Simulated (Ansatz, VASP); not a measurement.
# RbBr in VASP and in Ansatz

INCAR

```
PREC     = Accurate       # precision mode
ENCUT    = 600            # plane-wave cutoff, eV
EDIFF    = 1E-6           # SCF threshold, eV
ISMEAR   = -1             # smearing method
SIGMA    = 0.05           # smearing width, eV
LREAL    = F              # projectors in reciprocal space
LASPH    = T              # aspherical terms in the spheres
NELM     = 60             # most SCF steps
ALGO     = Normal         # electronic algorithm
ISIF     = 3              # what is computed and relaxed
LWAVE    = F              # write WAVECAR
LCHARG   = F              # write CHGCAR
GGA      = PE             # functional
IBRION   = 2              # ionic algorithm
NSW      = 100            # ionic steps
EDIFFG   = -0.005         # ionic threshold
```

Contents of KPOINTS:

```
Automatic mesh
0
Gamma
  9 9 9
```

Contents of POSCAR:

```
RbBr
1.0
    0.0000000000      3.0871072875      3.0871072875
    3.0871072875      0.0000000000      3.0871072875
    3.0871072875      3.0871072875      0.0000000000
Rb Br
1 1
Direct
    0.0000000000      0.0000000000      0.0000000000
    0.5000000000      0.5000000000      0.5000000000
```

Input for Ansatz:

```yaml
crystal:
  lattice:
    - [0.0, 3.0871072875, 3.0871072875]
    - [3.0871072875, 0.0, 3.0871072875]
    - [3.0871072875, 3.0871072875, 0.0]
  atoms:
    - { symbol: Rb, position: [0.0, 0.0, 0.0] }
    - { symbol: Br, position: [0.5, 0.5, 0.5] }
kpoints:
  mp_grid: { grid: [9, 9, 9] }
scf:
  occupations: { method: fermi_dirac, width: 0.05 }
hamiltonian:
  xc: pbe
  pseudopotentials: { kind: paw }
output:
  forces: true
  stress: true
relax:
  f_tol: 0.005
  max_steps: 80
  cell: {}
```

Alike in both runs: task relaxation of cell and atoms; functional PBE; k mesh 9 × 9 × 9; occupations fermi-dirac, width 0.05 eV; no spin polarisation.

|  | VASP | Ansatz |
| --- | --- | --- |
| version | VASP 6.6.1 | Ansatz 0.2.0 |
| potentials or method | VASP PAW PBE potentials, release 64 (Rb_sv, Br) | PAW with Ansatz's default frozen-core files, scalar-relativistic |
| plane-wave cutoff (eV) | 600 | 420 |
| valence electrons in the cell | 16 | 16 |

```csv
,VASP,Ansatz,Ansatz less VASP
relaxed volume (Å³/atom),43.21,43.16,-0.053
relaxed cell length with the largest relative difference (Å),4.963,4.960,-0.0020
energy change over the relaxation (meV/atom),-353,-349,+4.6
```

Caveats: the volume moved by over 15 % at a fixed basis, so the end points are rough (VASP). A k mesh can miss the band edges.
